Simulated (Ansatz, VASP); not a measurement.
## One calculation of Si, two programs

INCAR

```
PREC     = Accurate       # precision mode
ENCUT    = 520            # plane-wave cutoff, eV
EDIFF    = 1E-6           # SCF threshold, eV
ISMEAR   = 0              # smearing method
SIGMA    = 0.05           # smearing width, eV
LREAL    = False          # projectors in reciprocal space
LASPH    = True           # aspherical terms in the spheres
NELM     = 80             # most SCF steps
ALGO     = Normal         # electronic algorithm
ISIF     = 2              # what is computed and relaxed
LWAVE    = False          # write WAVECAR
LCHARG   = False          # write CHGCAR
GGA      = PE             # functional
NBANDS   = 11             # bands
```

The input KPOINTS:

```
regular mesh
0
Gamma
  8 8 8
```

File POSCAR:

```
Si
1.0
    0.0000000000      2.7586898062      2.6869023391
    2.7586898062      0.0000000000      2.6869023391
    2.7586898062      2.7586898062      0.0000000000
Si
2
Direct
    0.5000000000      0.5000000000      0.5000000000
    0.7500000000      0.7500000000      0.7500000000
```

Input for Ansatz:

```yaml
crystal:
  lattice:
    - [0.0, 2.7586898062, 2.6869023391]
    - [2.7586898062, 0.0, 2.6869023391]
    - [2.7586898062, 2.7586898062, 0.0]
  atoms:
    - { symbol: Si, position: [0.5, 0.5, 0.5] }
    - { symbol: Si, position: [0.75, 0.75, 0.75] }
basis:
  ecutwfc: 420
kpoints:
  mp_grid: { grid: [8, 8, 8] }
hamiltonian:
  xc: pbe
  pseudopotentials: { kind: paw, azcp: { folder: soft_1 } }
scf:
  occupations: { method: gaussian, width: 0.05 }
output:
  forces: true
  stress: true
  eigenvalues: true
```

Change from the starting cell: strain +e along x and -e along y +0.0000, strain +e along z and -e/2 along x and y -0.0175.

Alike in both runs: task single point; functional PBE; k mesh 8 × 8 × 8; occupations gaussian, width 0.05 eV; no spin polarisation.

|  | VASP | Ansatz |
| --- | --- | --- |
| version | VASP 6.6.1 | Ansatz 0.2.0 |
| potentials or method | VASP PAW PBE potentials, release 64 (Si) | scalar-relativistic, plane waves, PAW |
| plane-wave cutoff (eV) | 520 | 420 |
| valence electrons in the cell | 8 | 8 |

|  | VASP | Ansatz | Ansatz less VASP |
| --- | --- | --- | --- |
| gap on the k mesh at the Fermi level (eV) | 0.37 | 0.37 | -0.002 |
| least direct gap on the mesh (eV) | 2.37 | 2.37 | -0.005 |
| pressure (GPa) | 0.0 | 0.0 | +0.06 |
| largest component of the traceless stress (GPa) | 1.62 | 1.62 | -0.004 |

The functional is the same, so the differences come from potentials, cutoffs and numerics.
